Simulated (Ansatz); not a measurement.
# Piezoelectric films for bulk acoustic wave filters

Plane-wave DFT in Ansatz, PBE, scalar-relativistic PAW potentials, cutoff 420 eV, no spin-orbit coupling; no spin polarisation. Relaxed polar crystals, polar axis along z; elastic and piezoelectric constants with ions relaxed at zero field, permittivity at fixed strain.

| crystal | atoms in primitive cell | e33, size (C/m²) | C33 (GPa) | ε33 | density (kg/m³) |
| --- | --- | --- | --- | --- | --- |
| AlN (P6_3mc) | 4 | 1.441 | 351.9 | 9.84 | 3197 |
| GaN (P6_3mc) | 4 | 0.580 | 356.1 | 11.66 | 5912 |
| SiC (P6_3mc) | 4 | 0.347 | 531.3 | 11.38 | 3170 |

Give the thickness-mode coupling, the sound velocity along z and the film thickness for 5 GHz.

The field stiffens the wave: C^D = C33 + e33²/(ε33 ε₀), k_t² = e33²/(ε33 ε₀ C^D), v = √(C^D/ρ), ε₀ = 8.854×10⁻¹² F/m, and a free plate has its parallel resonance (open circuit) at t = v/2f.
```tsv
crystal	C^D (GPa)	k_t² (%)	v (m/s)	t (nm)
AlN (P6_3mc)	375.8	6.34	10842	1084
GaN (P6_3mc)	359.3	0.91	7796	780
SiC (P6_3mc)	532.5	0.22	12961	1296
```

AlN (P6_3mc) couples most, with the largest e33 as well. The series resonance lies below the parallel one by a share of about 4k_t²/π², 2.6 % for AlN (P6_3mc), and that spacing sets a filter's bandwidth. Measured AlN films reach a k_t² of about 6.5 %. An e33 under 0.5 C/m², as in SiC (P6_3mc), is often what is left of a clamped-ion and an internal-strain part of opposite sign, so k_t², which goes as its square, can be off twofold or more there. Electrodes add mass, so a real film is thinner for the same frequency; losses, leakage and the temperature drift weren't computed.

Cost: about 44 core-minutes for the runs cited, on Arm Neoverse V2, Arm Neoverse V1, Intel Xeon Platinum 8259CL (Skylake/Cascade Lake) (shared hosts).